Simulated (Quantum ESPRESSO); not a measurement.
A run of Quantum ESPRESSO 7.5:

Contents of pw.in:

```
&CONTROL
  calculation = 'scf'
  prefix = 'pwscf'
  outdir = './tmp'
  pseudo_dir = './pseudo'
  tprnfor = .true.
  tstress = .true.
  disk_io = 'low'
/
&SYSTEM
  ibrav = 0
  nat = 2
  ntyp = 2
  ecutwfc = 82
  nbnd = 20
  input_dft = 'blyp'
  occupations = 'smearing'
  smearing = 'fd'
  degauss = 0.00367493
/
&ELECTRONS
  conv_thr = 4d-10
  electron_maxstep = 120
  mixing_beta = 0.5
/
ATOMIC_SPECIES
Ag   107.8682 Ag.upf
Cl    35.4500 Cl.upf
CELL_PARAMETERS angstrom
   0.0000000000    2.7350000000    2.7350000000
   2.7350000000    0.0000000000    2.7350000000
   2.7350000000    2.7350000000    0.0000000000
ATOMIC_POSITIONS angstrom
Ag     0.0000000000    0.0000000000    0.0000000000
Cl     2.7350000000    2.7350000000    2.7350000000
K_POINTS automatic
6 6 6 1 1 1
```

The input scf2.in:

```
&CONTROL
  calculation = 'scf'
  prefix = 'pwscf'
  outdir = './tmp'
  pseudo_dir = './pseudo'
  tprnfor = .true.
  tstress = .true.
  disk_io = 'low'
/
&SYSTEM
  ibrav = 0
  nat = 2
  ntyp = 2
  ecutwfc = 82
  nbnd = 20
  input_dft = 'blyp'
  occupations = 'fixed'
/
&ELECTRONS
  conv_thr = 1d-13
  electron_maxstep = 120
  mixing_beta = 0.5
  startingpot = 'file'
  startingwfc = 'file'
/
ATOMIC_SPECIES
Ag   107.8682 Ag.upf
Cl    35.4500 Cl.upf
CELL_PARAMETERS angstrom
   0.0000000000    2.7350000000    2.7350000000
   2.7350000000    0.0000000000    2.7350000000
   2.7350000000    2.7350000000    0.0000000000
ATOMIC_POSITIONS angstrom
Ag     0.0000000000    0.0000000000    0.0000000000
Cl     2.7350000000    2.7350000000    2.7350000000
K_POINTS automatic
6 6 6 1 1 1
```

ph.in

```
dielectric of AgCl
&INPUTPH
  prefix = 'pwscf'
  outdir = './tmp'
  tr2_ph = 1d-18
  fildyn = 'dyn'
  niter_ph = 90
  alpha_mix(1) = 0.7
  epsil = .true.
  trans = .false.
  zeu = .true.
/
0.0000000000 0.0000000000 0.0000000000
```

Potentials or basis: PseudoDojo 0.4.1 SR PBE standard.

Command:

```bash
$ OMP_NUM_THREADS=1 pw.x -in pw.in > pw.out
$ OMP_NUM_THREADS=1 pw.x -in scf2.in > scf2.out
$ OMP_NUM_THREADS=1 ph.x -in ph.in > ph.out
```

Hardware: 1 thread of Arm Neoverse V2, with other jobs on the host.

**Question.** How long does it take, and how much memory?

**Answer.** Wall time 7.7 min on 1 thread of Arm Neoverse V2, on a shared host, peak memory 0.09 GiB. Counts: scf iterations 12, k pools 1, bands 20, k points 28, g dense 27581.
